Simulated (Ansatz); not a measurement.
The system is Li.

```
Li
1.0
     4.94887    0.00000    0.00000
    -2.47443    4.28584    0.00000
     0.00000    0.00000    2.88884
Li
3
Direct
  0.33333 0.66667 0.50000
  0.66667 0.33333 0.50000
  0.00000 0.00000 0.00000
```

This isn't the form of Li at room conditions, which is bcc.

* Program: Ansatz 0.2.0
* Task: single point
* Functional: PBE
* Potentials or basis: Ansatz PAW
* Cutoff: 420 eV (not typed: the program's choice for these potentials)
* k mesh: 6 × 6 × 9
* Occupations: fermi-dirac, width 0.05 eV
* Spin: no spin polarisation

On this cell: pressure -0.1 GPa; largest force under 0.003 eV/Å; band gap on the k mesh none (metal or under the smearing width).

The same run follows on a disturbed copy (atoms moved at random, drawn with an rms of 0.05 Å):

```
Li
1.0
     4.94887    0.00000    0.00000
    -2.47443    4.28584    0.00000
     0.00000    0.00000    2.88884
Li
3
Direct
  0.33369 0.65995 0.50077
  0.65863 0.32275 0.50834
  0.00301 0.99378 0.99822
```

What changes?

The energy (extrapolated to zero smearing) moves by +0.4 meV/atom; pressure -0.1 GPa; largest force 0.056 eV/Å; band gap on the k mesh none (metal or under the smearing width).

Forces in eV/Å, atoms in the order of the input:
```
Li  -0.018 -0.012 -0.008
Li   0.051  0.024 -0.002
Li  -0.032 -0.013  0.009
```

Stress tensor (GPa, compression positive):
```
-0.08 -0.04  0.00
-0.04 -0.04  0.00
 0.00  0.00 -0.18
```
